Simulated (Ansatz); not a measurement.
This Ansatz 0.2.0 run on TiAl3 needs a look.

File input.yaml:

```yaml
crystal:
  lattice:
    - [-1.9111067713, 1.9111067713, 4.2806687947]
    - [1.9111067713, -1.9111067713, 4.2806687947]
    - [1.9111067713, 1.9111067713, -4.2806687947]
  atoms:
    - { symbol: Ti, position: [0.0, 0.0, 0.0] }
    - { symbol: Al, position: [0.25, 0.75, 0.5] }
    - { symbol: Al, position: [0.75, 0.25, 0.5] }
    - { symbol: Al, position: [0.5, 0.5, 0.0] }
hamiltonian:
  xc: pbesol
  pseudopotentials: { kind: paw }
  hubbard: { sites: [{ species: Ti, l: d, u_eff: 40.0 }] }
kpoints:
  mp_grid: { grid: [10, 10, 10] }
scf:
  occupations: { method: fermi_dirac, width: 0.05 }
  max_iter: 80
output:
  forces: true
  stress: true
  eigenvalues: true
```

Potentials or basis: Ansatz PAW.

Command:

```bash
$ ansatz run input.yaml --threads 2 --pin off --max-ram 5632MiB --backend cpu --events-out ev --progress --plain --runs-dir out
```

Output:

```text
Warning: RAYON_NUM_THREADS=2 ignored (pool sized by the plan → 2); use --threads N
Ti: projections on atomic orbitals take those of the free atom [Ne] 3s2 3p6 3d2 4s2, of charge +0.00 (hamiltonian.pseudopotentials.projection_atoms); the dataset's partial waves leave at most 4.1e-7 of an orbital's norm unspanned inside its sphere
Al: projections on atomic orbitals take those of the free atom [Ne] 3s2 3p1, of charge +0.00 (hamiltonian.pseudopotentials.projection_atoms); the dataset's partial waves leave at most 3.3e-8 of an orbital's norm unspanned inside its sphere
Engine: ansatz 0.2.0, aarch64-unknown-linux-gnu
Pseudopotentials: kind: paw
Pseudopotential: Ti, paw, valence charge 12, recommended cutoff 420 eV (normal), Ti.paw.azcp
Pseudopotential: Al, paw, valence charge 3, recommended cutoff 420 eV (normal), Al.paw.azcp
Functional definition: PBEsol
  exchange = pbesol_x
  correlation = pbesol_c
Crystal: 4 atoms, lattice volume = 62.538 Å³
Basis set: ecut = 420 eV, 1203 PW (Γ), exchange–correlation on 72×72×72 points (8 copies of the dense FFT grid, shifted against one another)
Bands: 15, of which v1, the nominal top of the filled ones, is band 11 counted from 1 (10 counted from 0)
Symmetry: 16 space group operations
Space group: I4/mmm (ITA 139), of the structure as read, at distance tolerance 4.0e-5 Å
k-points: 102 of 1000
Non-local potential: Ti, projectors of the file, l = 0: 3, l = 1: 2, l = 2: 3, l = 3: 1
Non-local potential: Al, projectors of the file, l = 0: 2, l = 1: 2, l = 2: 1
[... 31 lines left out ...]
  E_hartree    = 418.882654
  E_xc         = -218.262741
  E_vxc        = -212.872910  (∫ρ·V_xc dr)
  E_hubbard    = 0.913947  (on-site DFT+U / exact-exchange correction)
  E_vhub       = 0.909206  (the Hubbard potential's part of the band-sum identity)
  E_paw        = -2374.846008  (= ΣΔE_a)
  E_vpaw       = -161.794221  (= ΣTr[D̂ρ^β])
  E_aug_tail   = 0.000092  (compensation charges beyond the density's cutoff)
  E_ewald      = -1165.390755
  E_core_change = 0.196801  (= ΣΔE_core)
  E_smearing   = -0.013585  (= −TS)
  E_closure    = -0.000000  (closes the sum)
  Σ components = -4025.011559   (vs F -4025.011559, Δ=0.00e0)
--- Forces (eV/Å), atoms counted from 1 ---
  atom   1  Ti    -0.00000000     0.00000000     0.00000000
  atom   2  Al     0.00000000     0.00000000     0.00000000
  atom   3  Al     0.00000000    -0.00000000     0.00000000
  atom   4  Al    -0.00000000     0.00000000    -0.00000000
  max |Σ_I F_I| component: 2.17e-19 eV/Å
--- Stress (GPa, compression-positive) ---
       55.163445       0.000000       0.000000
        0.000000      55.163445      -0.000000
        0.000000      -0.000000      45.044266
  P = ⅓ Tr σ = 51.7904 GPa (517.904 kbar)
[... 5 lines left out ...]
Occupation matrices written to <dir>
```

Problem. What happened, and what is wrong with the input?

Solution. The run converged. The input holds a flaw that was put in on purpose: an enormous or negative U (hamiltonian.hubbard = {"sites": [{"species": "Ti", "l": "d", "u_eff": 40.0}]}). The program doesn't stop on it, so the numbers can't be trusted though the run ends normally.
